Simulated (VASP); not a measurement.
# In (I4/mmm) in VASP: a series of runs

Runs on In. Level: PBE. Tasks: relaxation of cell and atoms.

All numbers are computed with VASP 6.6.1; they aren't measurements. Logs are shortened: lines on timing, memory, paths and dates and some standing lists are left out, and cuts for length are marked.

### 1 The crystal as given

The structure is tetragonal, space group I4/mmm (No. 139). The conventional cell has a = 3.251 Å, b = 3.251 Å, c = 4.947 Å, α = 90.00°, β = 90.00°, γ = 90.00°. In (site symmetry 4/mmm) has 12 In at 3.25 to 3.38 Å as nearest neighbours.

### 2 Relaxation of cell and atoms, PBE

Input file INCAR:

```
SYSTEM = In
ALGO     = Normal         ! electronic algorithm
EDIFF    = 1E-7           ! SCF threshold, eV
EDIFFG   = -0.002         ! ionic threshold
ENCUT    = 520            ! plane-wave cutoff, eV
GGA      = PE             ! functional
IBRION   = 2              ! ionic algorithm
ISIF     = 3              ! what is computed and relaxed
ISMEAR   = 0              ! smearing method
LASPH    = .True.         ! aspherical terms in the spheres
LCHARG   = .False.        ! write CHGCAR
LREAL    = .False.        ! projectors in reciprocal space
LWAVE    = .False.        ! write WAVECAR
NELM     = 80             ! most SCF steps
NSW      = 80             ! ionic steps
PREC     = Accurate       ! precision mode
SIGMA    = 0.1            ! smearing width, eV
```

Input file KPOINTS:

```
k-points
0
Gamma
  6 6 6
  0 0 0
```

Input file POSCAR:

```
In
1.0
   -1.6254700000      1.6254700000      2.4737000000
    1.6254700000     -1.6254700000      2.4737000000
    1.6254700000      1.6254700000     -2.4737000000
In
1
Direct
    0.0000000000      0.0000000000      0.0000000000
```

Potentials or basis: VASP PAW PBE potentials, release 64 (In_d).

Run with:

```sh
$ cat potpaw_PBE.64/In_d/POTCAR > POTCAR
$ mpirun -np 1 vasp_std > vasp.out
```

OUTCAR:

```text
SYSTEM = In
   EDIFF = 1E-7
   EDIFFG = -0.002
   ENCUT = 520
   GGA = PE
   IBRION = 2
   ISIF = 3
   ISMEAR = 0
   LASPH = .True.
   LREAL = .False.
   NELM = 80
   NSW = 80
   PREC = Accurate

 ion  position               nearest neighbor table
   1  0.000  0.000  0.000-

  LATTYP: Found a body centered tetragonal cell.
 ALAT       =     3.2509400000
 C/A-ratio  =     1.5218367611

  Lattice vectors:

 A1 = (  -1.6254700000,   1.6254700000,   2.4737000000)
 A2 = (   1.6254700000,  -1.6254700000,   2.4737000000)
 A3 = (   1.6254700000,   1.6254700000,  -2.4737000000)

Analysis of symmetry for initial positions (statically):
=====================================================================
 Subroutine PRICEL returns:
 Original cell was already a primitive cell.

 Routine SETGRP: Setting up the symmetry group for a
 body centered tetragonal supercell.

 Subroutine GETGRP returns: Found 16 space group operations
 (whereof 16 operations were pure point group operations)
 out of a pool of 16 trial point group operations.

The static configuration has the point symmetry D_4h.

Analysis of symmetry for dynamics (positions and initial velocities):
=====================================================================
 Subroutine PRICEL returns:
 Original cell was already a primitive cell.

 Routine SETGRP: Setting up the symmetry group for a
 body centered tetragonal supercell.

 Subroutine GETGRP returns: Found 16 space group operations
 (whereof 16 operations were pure point group operations)
 out of a pool of 16 trial point group operations.

The dynamic configuration has the point symmetry D_4h.

 Subroutine INISYM returns: Found 16 space group operations
 (whereof 16 operations are pure point group operations),
 and found     1 'primitive' translations

----------------------------------------------------------------------------------------

                                     Primitive cell

  volume of cell :      26.1436

  direct lattice vectors                    reciprocal lattice vectors
    -1.625470000  1.625470000  2.473700000     0.000000000  0.307603339  0.202126369
     1.625470000 -1.625470000  2.473700000     0.307603339  0.000000000  0.202126369
     1.625470000  1.625470000 -2.473700000     0.307603339  0.307603339  0.000000000

  length of vectors
     3.376906444  3.376906444  3.376906444     0.368069129  0.368069129  0.435016814

  position of ions in fractional coordinates (direct lattice)
     0.000000000  0.000000000  0.000000000

  ion indices of the primitive-cell ions
   primitive index   ion index
                 1           1

----------------------------------------------------------------------------------------

 KPOINTS: k-points

Automatic generation of k-mesh.
 Grid dimensions read from file:
 generate k-points for:    6    6    6

 Generating k-lattice:

  Cartesian coordinates                     Fractional coordinates (reciprocal lattice)
     0.000000000  0.051267223  0.033687728     0.166666667  0.000000000  0.000000000
     0.051267223  0.000000000  0.033687728     0.000000000  0.166666667  0.000000000
     0.051267223  0.051267223  0.000000000     0.000000000  0.000000000  0.166666667

  Length of vectors
     0.061344855  0.061344855  0.072502802

  Shift w.r.t. Gamma in fractional coordinates (k-lattice)
     0.000000000  0.000000000  0.000000000

 Subroutine IBZKPT returns following result:
 ===========================================

 Found     30 irreducible k-points:

 Following reciprocal coordinates:
            Coordinates               Weight
  0.000000  0.000000  0.000000      1.000000
  0.166667  0.000000 -0.000000      8.000000
  0.333333  0.000000  0.000000      8.000000
  0.500000  0.000000 -0.000000      4.000000
  0.166667  0.166667 -0.000000      8.000000
  0.333333  0.166667 -0.000000     16.000000
[... 16 lines left out ...]
 -0.333333 -0.333333  0.166667      8.000000
 -0.166667 -0.333333  0.166667      8.000000
 [... further k-points ...]
   k-points           NKPTS =     30   k-points in BZ     NKDIM =     30   number of bands    NBANDS=     10
   number of dos      NEDOS =    301   number of ions     NIONS =      1
   total plane-waves  NPLWV =  21952
   dimension x,y,z NGX =    28 NGY =   28 NGZ =   28
   dimension x,y,z NGXF=    56 NGYF=   56 NGZF=   56
   ions per type =               1
   NGX,Y,Z   is equivalent  to a cutoff of  13.78, 13.78, 13.78 a.u.
   NGXF,Y,Z  is equivalent  to a cutoff of  27.57, 27.57, 27.57 a.u.
 SYSTEM =  In
   PREC   = accura    normal or accurate (medium, high low for compatibility)
   ISTART =      0    job   : 0-new  1-cont  2-samecut
   ICHARG =      2    charge: 1-file 2-atom 10-const
   ISPIN  =      1    spin polarized calculation?
   LNONCOLLINEAR =      F non collinear calculations
   LSORBIT =      F    spin-orbit coupling
   LASPH  =      T    aspherical Exc in radial PAW
   ENCUT  =  520.0 eV  38.22 Ry    6.18 a.u.   6.28  6.28  6.28*2*pi/ulx,y,z
   NELM   =     80;   NELMIN=  2; NELMDL= -5     # of ELM steps
   EDIFF  = 0.1E-06   stopping-criterion for ELM
   LREAL  =      F    real-space projection
   EDIFFG = -.2E-02   stopping-criterion for IOM
   NSW    =     80    number of steps for IOM
   IBRION =      2    ionic relax: 0-MD 1-quasi-New 2-CG
   NFREE  =      1    steps in history (QN), initial steepest desc. (CG)
   ISIF   =      3    stress and relaxation
   ISYM   =      2    0-nonsym 1-usesym 2-fastsym
   POTIM  = 0.5000    time-step for ionic-motion
   TEBEG  =    0.0;   TEEND  =   0.0 temperature during run
   PSTRESS=    0.0 pullay stress
   NELECT =      13.0000    total number of electrons
   NUPDOWN=      -1.0000    fix difference up-down
   EMIN   =  10.00;   EMAX   =-10.00  energy-range for DOS
   EFERMI =   0.00;   METHOD = LEGACY
   ISMEAR =     0;   SIGMA  =   0.10  broadening in eV -4-tet -1-fermi 0-gaus
   EFERMI_NEDOS =   21; number of points for ismear=-14 and -15
   IALGO  =     38    algorithm
   IMIX   =      4    mixing-type and parameters
     AMIX     =   0.40;   BMIX     =  1.00
     AMIX_MAG =   1.60;   BMIX_MAG =  1.00
  volume/ion in A,a.u.               =      26.14       176.43
  Fermi-wavevector in a.u.,A,eV,Ry     =   1.296983  2.450943 22.887245  1.682165
  Thomas-Fermi vector in A             =   2.428405
   LORBIT       =      0    0 simple, 1 ext, 2 COOP (PROOUT), +10 PAW based schemes
   GGA     = PE    functional components
   LHFCALC =     F    Hartree Fock is set to
   AEXX    =    0.0000 exact exchange contribution
   IVDW    =     0    specifies the selected vdW correction
   LEPSILON=     F    determine dielectric tensor
   LRPA    =     F    only Hartree local field effects (RPA)
 conjugate gradient relaxation of ions
 non-spin polarized calculation
 Gauss-broadening in eV      SIGMA  =   0.10
  energy-cutoff  :      520.00
  volume of cell :       26.14
 maximum number of plane-waves:       720
 NGX is ok and might be reduce to    28
   NGX = 13   NGY = 13   NGZ = 13

--------------------------------------- Ionic step        1  -------------------------------------------

 number of electron      13.0000006 magnetization

 Free energy of the ion-electron system (eV)
  ---------------------------------------------------
  ext. energy  EPLUGINS =         0.00000000
  ---------------------------------------------------
  free energy    TOTEN  =        -2.58086463 eV

  energy without entropy =       -2.57713890  energy(sigma->0) =       -2.57900176

------------------------ aborting loop because EDIFF is reached ----------------------------------------

  FORCE on cell =-STRESS in cart. coord.  units (eV):
  Direction    XX          YY          ZZ          XY          YZ          ZX
  --------------------------------------------------------------------------------------
  -------------------------------------------------------------------------------------
  Total        0.2129005      0.2129005      0.3168404      0.0000000      0.0000000      0.0000000
  in kB       13.0473477     13.0473477     19.4171849      0.0000000      0.0000000      0.0000000
  external PRESSURE =      15.1706268 kB  Pullay stress =       0.0000000 kB

 VOLUME and BASIS-vectors are now :
 -----------------------------------------------------------------------------
  energy-cutoff  :      520.00
  volume of cell :       26.14
      direct lattice vectors                 reciprocal lattice vectors
    -1.625470000  1.625470000  2.473700000     0.000000000  0.307603339  0.202126369
     1.625470000 -1.625470000  2.473700000     0.307603339  0.000000000  0.202126369
     1.625470000  1.625470000 -2.473700000     0.307603339  0.307603339  0.000000000
[... 211 lines left out ...]
 POSITION                                       TOTAL-FORCE (eV/Angst)
 -----------------------------------------------------------------------------------
      0.00000      0.00000      0.00000         0.000000     -0.000000      0.000000
 -----------------------------------------------------------------------------------
    total drift:                                0.000000     -0.000000     -0.000000

  FREE ENERGIE OF THE ION-ELECTRON SYSTEM (eV)
  ---------------------------------------------------
  free  energy   TOTEN  =        -2.5888028205 eV

  energy  without entropy=       -2.5876031739  energy(sigma->0) =       -2.58820300

--------------------------------------- Ionic step        8  -------------------------------------------

 number of electron      12.9999999 magnetization

 Free energy of the ion-electron system (eV)
  ---------------------------------------------------
  ext. energy  EPLUGINS =         0.00000000
  ---------------------------------------------------
  free energy    TOTEN  =        -2.58880323 eV

  energy without entropy =       -2.58760246  energy(sigma->0) =       -2.58820285

 E-fermi :   7.0461     XC(G=0): -10.0692

 val. band max:        6.8500531422   @ k =   0.3333   0.1667  -0.0000
 cond. band min:       7.1255843281   @ k =   0.3333   0.3333   0.0000
 fundamental gap:      0.2755311860
 Fermi energy:         7.0461223811

 k-point     1 :       0.0000    0.0000    0.0000
  band No.  band energies     occupation
      1      -7.6210      2.00000
      2      -7.4792      2.00000
      3      -7.4792      2.00000
      4      -7.4373      2.00000
      5      -7.3186      2.00000
      6      -2.1979      2.00000
      7      17.2652      0.00000
      8      17.2652      0.00000
      9      17.4504      0.00000
     10      18.6211      0.00000

 k-point     2 :       0.1667    0.0000   -0.0000
  band No.  band energies     occupation
      1      -7.5868      2.00000
      2      -7.4944      2.00000
      3      -7.4489      2.00000
      4      -7.4092      2.00000
      5      -7.3315      2.00000
      6      -1.6024      2.00000
      7      12.8591      0.00000
      8      16.1591      0.00000
      9      16.8060      0.00000
     10      18.2883      0.00000
[... 274 lines left out ...]
 k-point    24 :      -0.1667   -0.3333    0.1667
  band No.  band energies     occupation
      1      -7.6438      2.00000
      2      -7.5085      2.00000
      3      -7.3805      2.00000
      4      -7.3637      2.00000
      5      -7.2707      2.00000
      6      -0.1985      2.00000
      7      10.0437      0.00000
      8      12.4437      0.00000
      9      14.1758      0.00000
     10      16.6191      0.00000

 [... further k-points ...]

------------------------ aborting loop because EDIFF is reached ----------------------------------------

  FORCE on cell =-STRESS in cart. coord.  units (eV):
  Direction    XX          YY          ZZ          XY          YZ          ZX
  --------------------------------------------------------------------------------------
  -------------------------------------------------------------------------------------
  Total       -0.0009896     -0.0009896     -0.0012055      0.0000000      0.0000000      0.0000000
  in kB       -0.0582523     -0.0582523     -0.0709665      0.0000000      0.0000000      0.0000000
  external PRESSURE =      -0.0624904 kB  Pullay stress =       0.0000000 kB

 VOLUME and BASIS-vectors are now :
 -----------------------------------------------------------------------------
  energy-cutoff  :      520.00
  volume of cell :       27.22
      direct lattice vectors                 reciprocal lattice vectors
    -1.633042757  1.633042757  2.551418117     0.000000000  0.306176919  0.195969448
     1.633042757 -1.633042757  2.551418117     0.306176919  0.000000000  0.195969448
     1.633042757  1.633042757 -2.551418117     0.306176919  0.306176919  0.000000000

 POSITION                                       TOTAL-FORCE (eV/Angst)
 -----------------------------------------------------------------------------------
     -1.63304      1.63304      2.55142         0.000000     -0.000000      0.000000
 -----------------------------------------------------------------------------------
    total drift:                               -0.000000     -0.000000      0.000000

  FREE ENERGIE OF THE ION-ELECTRON SYSTEM (eV)
  ---------------------------------------------------
  free  energy   TOTEN  =        -2.5888032300 eV

  energy  without entropy=       -2.5876024627  energy(sigma->0) =       -2.58820285

 reached required accuracy - stopping structural energy minimisation
```

Wall time 22 s (1 thread of Intel Xeon 6975P-C (Granite Rapids), shared host); peak memory 0.16 GiB.

Results:

* Free energy: -2.5888 eV
* Relaxed volume: 27.22 Å³/atom
* Relaxed cell: a = 3.441 Å, b = 3.441 Å, c = 3.441 Å, α = 123.34°, β = 123.34°, γ = 84.30°
* Space group after relaxing (to 0.05 Å): I4/mmm (No. 139)
* Energy gained by relaxing: 7.9 meV/atom
* Ionic steps: 8
* Pressure after relaxing: 0.0 GPa
* Band gap on the k mesh: none (metal or under the smearing width)

Step by step:
```csv
step,energy change (eV),largest force (eV/Å),pressure (GPa),volume (Å³)
1,0.0000,0.0000,1.52,26.14
2,-0.0056,0.0000,0.16,27.09
3,-0.0059,0.0000,-0.15,27.32
4,-0.0075,0.0000,-0.39,27.50
5,-0.0075,0.0000,-0.42,27.52
6,-0.0079,0.0000,-0.01,27.22
7,-0.0079,0.0000,-0.01,27.22
8,-0.0079,0.0000,-0.01,27.22
```

Final structure:
```
In
1.0
    -1.63304    1.63304    2.55142
     1.63304   -1.63304    2.55142
     1.63304    1.63304   -2.55142
In
1
Direct
  0.00000 0.00000 0.00000
```

Caveat: the k mesh is coarse (spacing up to 0.46 Å⁻¹), so the values aren't converged. PBE usually gives volumes a little too large and moduli too small.

### 3 Relaxation of cell and atoms, PBE

This run uses another cell than the first one, of 27.22 Å³/atom, 1.041 times its volume.

INCAR is that of step 2.

KPOINTS is that of step 2.

Input file POSCAR:

```
In                                      
1.0
   -1.6330427565      1.6330427565      2.5514181169
    1.6330427565     -1.6330427565      2.5514181169
    1.6330427565      1.6330427565     -2.5514181169
  In            
     1
Direct
     1.0000000000000000    0.0000000000000000    0.0000000000000000
```

Potentials or basis: VASP PAW PBE potentials, release 64 (In_d).

Run with:

```sh
$ cat potpaw_PBE.64/In_d/POTCAR > POTCAR
$ mpirun -np 1 vasp_std > vasp.out
```

OUTCAR:

```text
SYSTEM = In
   EDIFF = 1E-7
   EDIFFG = -0.002
   ENCUT = 520
   GGA = PE
   IBRION = 2
   ISIF = 3
   ISMEAR = 0
   LASPH = .True.
   LREAL = .False.
   NELM = 80
   NSW = 80
   PREC = Accurate

 ion  position               nearest neighbor table
   1  0.000  0.000  0.000-

  LATTYP: Found a body centered tetragonal cell.
 ALAT       =     3.2660855130
 C/A-ratio  =     1.5623706769

  Lattice vectors:

[... 542 lines left out ...]
     10      16.6250      0.00000

 [... further k-points ...]

------------------------ aborting loop because EDIFF is reached ----------------------------------------

  FORCE on cell =-STRESS in cart. coord.  units (eV):
  Direction    XX          YY          ZZ          XY          YZ          ZX
  --------------------------------------------------------------------------------------
  -------------------------------------------------------------------------------------
  Total        0.0010516      0.0010516      0.0007948      0.0000000     -0.0000000     -0.0000000
  in kB        0.0619268      0.0619268      0.0468050      0.0000000     -0.0000000     -0.0000000
  external PRESSURE =       0.0568862 kB  Pullay stress =       0.0000000 kB

 VOLUME and BASIS-vectors are now :
 -----------------------------------------------------------------------------
  energy-cutoff  :      520.00
  volume of cell :       27.21
      direct lattice vectors                 reciprocal lattice vectors
    -1.632845234  1.632845234  2.551016812     0.000000000  0.306213957  0.196000276
     1.632845234 -1.632845234  2.551016812     0.306213957  0.000000000  0.196000276
     1.632845234  1.632845234 -2.551016812     0.306213957  0.306213957  0.000000000

 POSITION                                       TOTAL-FORCE (eV/Angst)
 -----------------------------------------------------------------------------------
     -1.63285      1.63285      2.55102        -0.000000      0.000000      0.000000
 -----------------------------------------------------------------------------------
    total drift:                               -0.000000     -0.000000      0.000000

  FREE ENERGIE OF THE ION-ELECTRON SYSTEM (eV)
  ---------------------------------------------------
  free  energy   TOTEN  =        -2.5892476155 eV

  energy  without entropy=       -2.5880451976  energy(sigma->0) =       -2.58864641

 reached required accuracy - stopping structural energy minimisation
```

OSZICAR:

```text
N       E                     dE             d eps       ncg     rms          rms(c)
DAV:   1     0.710894095392E+02    0.71089E+02   -0.65568E+03   604   0.167E+03
DAV:   2     0.224723636481E+00   -0.70865E+02   -0.69966E+02   612   0.286E+02
DAV:   3    -0.254646320099E+01   -0.27712E+01   -0.27628E+01   712   0.646E+01
[... 12 lines left out ...]
DAV:   3    -0.258924692574E+01    0.27288E-05   -0.10209E-05   780   0.724E-02    0.466E-03
DAV:   4    -0.258924715975E+01   -0.23401E-06   -0.18409E-07   588   0.484E-03    0.269E-03
DAV:   5    -0.258924750343E+01   -0.34368E-06   -0.70337E-08   502   0.220E-03    0.723E-04
DAV:   6    -0.258924764625E+01   -0.14282E-06   -0.18623E-08   364   0.164E-03    0.188E-04
DAV:   7    -0.258924761553E+01    0.30721E-07   -0.26800E-09   352   0.896E-04
   2 F= -.25892476E+01 E0= -.25886464E+01  d E =-.252282E-06
```

Run time: 6.7 s. Hardware: 1 thread of Intel Xeon 6975P-C (Granite Rapids), shared host; peak memory 0.15 GiB.

Results:

```yaml
Free_energy: -2.5892 eV
Relaxed_volume: 27.21 Å³/atom
Relaxed_cell: a = 3.441 Å, b = 3.441 Å, c = 3.441 Å, α = 123.34°, β = 123.34°, γ = 84.30°
Space_group_after_relaxing_to_0.05_Å: I4/mmm (No. 139)
Energy_gained_by_relaxing: 0.0 meV/atom
Ionic_steps: 2
Pressure_after_relaxing: 0.0 GPa
Band_gap_on_the_k_mesh: none (metal or under the smearing width)
```

Final structure:
```
In
1.0
    -1.63285    1.63285    2.55102
     1.63285   -1.63285    2.55102
     1.63285    1.63285   -2.55102
In
1
Direct
  0.00000 0.00000 0.00000
```

Levels at points of the mesh, in eV from the Fermi level:
```tsv
k point	band 2	band 3	band 4	band 5	band 6	band 7	band 8	band 9	band 10
(0.00, 0.00, 0.00)	-14.53	-14.53	-14.48	-14.36	-9.25	10.22	10.22	10.41	11.58
(0.50, 0.00, 0.00)	-14.62	-14.51	-14.30	-14.26	-4.24	-3.17	7.00	9.16	10.76
(0.50, 0.50, 0.00)	-14.69	-14.29	-14.29	-14.19	-1.72	-1.56	3.31	3.91	6.74
(0.50, 0.50, 0.50)	-14.67	-14.28	-14.26	-14.26	-3.22	-2.63	4.91	4.91	8.28
```

Caveat: the k mesh is coarse (spacing up to 0.45 Å⁻¹), so the values aren't converged.
